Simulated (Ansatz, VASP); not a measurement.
One calculation of SiC, two programs

```xyz
8
Lattice="4.3563 0.0000 0.0000 0.0000 4.3563 0.0000 0.0000 0.0000 4.3563" Properties=species:S:1:pos:R:3 pbc="T T T"
Si    0.0000    0.0000    0.0000
Si    0.0000    2.1782    2.1782
Si    2.1782    0.0000    2.1782
Si    2.1782    2.1782    0.0000
C     1.0891    1.0891    1.0891
C     1.0891    3.2672    3.2672
C     3.2672    1.0891    3.2672
C     3.2672    3.2672    1.0891
```

Alike in both runs: functional r2SCAN; k mesh 6 × 6 × 6; no spin polarisation.

Ansatz relaxed the structure, and its values are those at the end. VASP's run is a single point on that final structure, the one shown.

|  | VASP | Ansatz |
| --- | --- | --- |
| version | VASP 6.6.1 | Ansatz 0.2.0 |
| potentials or method | VASP PAW PBE potentials, release 64 (Si, C) | scalar-relativistic, plane waves, PAW |
| plane-wave cutoff (eV) | 520 | 500 |
| occupations | gaussian, width 0.01 eV | fixed |
| valence electrons in the cell | 32 | 32 |

```csv
,VASP,Ansatz,Ansatz less VASP
gap on the k mesh at the Fermi level (eV),1.72,1.71,-0.011
least direct gap on the mesh (eV),1.72,1.71,-0.011
pressure (GPa),-0.2,0.0,+0.18
```

Caveats: the PAW data sets were made with another functional, which shifts forces and pressure a little (VASP). A k mesh can miss the band edges. r2SCAN opens gaps a little over a GGA but as a rule still falls short of measured ones.
